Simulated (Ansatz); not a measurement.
# CsSnBr3 under changes of volume

One of the cells (39.815 Å³/atom); the others are scaled copies at fixed shape and fractional positions:

```
Cs Sn Br
1.0
     5.83901    0.00000    0.00000
     0.00000    5.83901    0.00000
     0.00000    0.00000    5.83901
Cs Sn Br
1 1 3
Cartesian
  0.0000 0.0000 0.0000
  2.9195 2.9195 2.9195
  0.0000 2.9195 2.9195
  2.9195 2.9195 0.0000
  2.9195 0.0000 2.9195
```

The cell is a database's computed one.

- Program: Ansatz 0.2.0
- Functional: PBEsol
- Potentials or basis: all-electron LAPW, scalar-relativistic
- Cutoff: 202 eV (chosen from the basis error)
- Basis error allowed: 0.001 eV/atom
- k mesh: 5 × 5 × 5
- Occupations: fermi-dirac, width 0.05 eV
- Spin: no spin polarisation

```csv
volume (Å³/atom),energy over the lowest point (meV/atom),pressure (GPa),gap on the mesh (eV)
37.426,0.76,0.4,1.73
38.222,0.00,-0.1,1.76
39.019,1.50,-0.5,1.80
39.815,?,?,?
40.611,10.32,-1.2,1.87
41.408,17.23,-1.5,1.90
42.204,25.53,-1.8,1.93
```

Task: What does the run at 39.815 Å³/atom give?

Result: Energy over the lowest point 5.01 meV/atom; pressure -0.9 GPa; gap on the mesh 1.83 eV.

Worked out: A Birch-Murnaghan fit of order 3 (a polynomial in V^(-2/3)) to the other rows has its minimum at 38.08 Å³/atom with B0 = V·E''(V) = 22 GPa and B' = 4.7. It gives 5.02 meV/atom at 39.815 Å³/atom, against the run's 5.01, and -dE/dV = -0.9 GPa, against -0.9. A straight line through the other rows of the gap, of slope 1.69 eV per unit of ln V (its deformation potential), gives 1.83 eV, against the run's 1.83.

Energies are extrapolated to zero smearing.

Caveats: spin-orbit coupling is left out, which moves the levels of the heavy elements; an odd mesh through Γ misses points on the zone boundary, where band edges often lie.
